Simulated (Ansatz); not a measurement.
**Vibrational response of NbAs**

These are results of Ansatz 0.2.0, DFT PBE, scalar-relativistic, plane waves, PAW, not measurements. Cutoff 420 eV, 14×14×14 k-points (Γ-centred), Gaussian smearing of 0.10 eV. No spin polarisation. Phonons by linear response, acoustic sum rule imposed.

Relaxed structure:
```yaml
crystal:
  lattice:
    - [-1.73661, 1.73661, 5.87608]
    - [1.73661, -1.73661, 5.87608]
    - [1.73661, 1.73661, -5.87608]
  atoms:
    - { symbol: Nb, position: [0.74890, 0.74890, 0.00000] }
    - { symbol: Nb, position: [0.49890, 0.99890, 0.50000] }
    - { symbol: As, position: [0.91710, 0.41710, 0.50000] }
    - { symbol: As, position: [0.16710, 0.16710, 0.00000] }
```

It was reached by relaxing an invented guess, and it needn't be the stable form of this composition. In a metal, frequencies depend on the k mesh and the smearing, soft modes most.

Q: Is this structure stable against zone-centre distortions?

A: Yes, at Γ: no optical mode is imaginary. Strains and other wave vectors aren't tested by this run.

Q: List the optical modes at Γ (i marks imaginary ones).

A:
```
frequency (meV)  degeneracy
           17.9           2
           27.5           1
           29.9           1
           30.1           2
           31.8           2
           32.3           1
```
